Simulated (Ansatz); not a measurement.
## GeSe under strain: Ge-73 NMR of the central transition

Cell: a structure deposited in the COD, relaxed with PBE at fixed cell and then changed (z compressed by 3 %, ions relaxed).

```
CELL_PARAMETERS angstrom
10.82000 0.00000 0.00000
0.00000 3.85000 0.00000
0.00000 0.00000 4.26800
ATOMIC_POSITIONS crystal
Ge 0.11948 0.25000 0.10775
Ge 0.88052 0.75000 0.89225
Ge 0.38052 0.75000 0.60775
Ge 0.61948 0.25000 0.39225
Se 0.85539 0.25000 0.49164
Se 0.14461 0.75000 0.50836
Se 0.64461 0.75000 0.99164
Se 0.35539 0.25000 0.00836
```

Atoms are numbered from 1 in the order listed; like atoms form one site, named after its first atom.

The numbers come from a DFT calculation in Ansatz (PBE, plane waves and PAW, scalar-relativistic, 420 eV cutoff, Γ-centred 4×11×10 k-points, Fermi–Dirac smearing 0.02 eV).

Ge-73 has I = 9/2 and Q = -196.0 mb (Pyykkö 2018); at 35.2 T its Larmor frequency is ν₀ = 52.4 MHz. Only the quadrupole interaction is simulated: positions count from each site's isotropic chemical shift, and shift anisotropy, dipolar and J coupling are left out.

Task: What does the Ge-73 spectrum (static powder) show for each site?

Result: 

| site | first shell | C_Q (MHz) | η | P_Q (MHz) | δ_QIS (ppm) | breadth (kHz) |
| --- | --- | --- | --- | --- | --- | --- |
| Ge | 3 Se at 2.59 Å; also 3 Se at 3.21–3.29 Å | 27.1 | 0.38 | 27.7 | -389 | 136 |

δ_QIS = −(ν_Q²/30ν₀²)[I(I+1) − 3/4](1 + η²/3) × 10⁶ ppm with ν_Q = 3|C_Q|/[2I(2I−1)]; it falls as 1/B₀² in ppm, and the breadth as 1/B₀ in kHz.

At Ge V_zz stands upright on the plane through its three neighbours (within 9°).

With a gap of 0.4 eV on this mesh, the gradients can still move by some per cent as the k-mesh gets denser.
